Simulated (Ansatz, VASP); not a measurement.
# Two plane-wave programs on InP

```xyz
2
Lattice="0.0000 2.9305 2.9305 2.9305 0.0000 2.9305 2.9305 2.9305 0.0000" Properties=species:S:1:pos:R:3 pbc="T T T"
In    0.0000    0.0000    0.0000
P     1.4652    1.4652    1.4652
```

Alike in both runs: task single point; functional PBE; k mesh 6 × 6 × 6; occupations gaussian, width 0.1 eV; no spin polarisation.

```csv
,VASP,Ansatz
version,VASP 6.6.1,Ansatz 0.2.0
potentials or method,"VASP PAW PBE potentials, release 64 (In_d, P)","scalar-relativistic, plane waves, PAW"
plane-wave cutoff (eV),520,420
valence electrons in the cell,18,18
```

Ansatz gave:

| Item | Value |
| --- | --- |
| gap on the k mesh at the Fermi level (eV) | 0.71 |
| least direct gap on the mesh (eV) | 0.71 |
| pressure (GPa) | 3.3 |

Q: What did VASP give for the same quantities?

A: gap on the k mesh at the Fermi level (eV): 0.71; least direct gap on the mesh (eV): 0.71; pressure (GPa): 3.2.

With one functional, cell and mesh, what is left measures potentials, basis and numerics.

Caveats: spin-orbit coupling is left out, which moves the levels of the heavy elements.
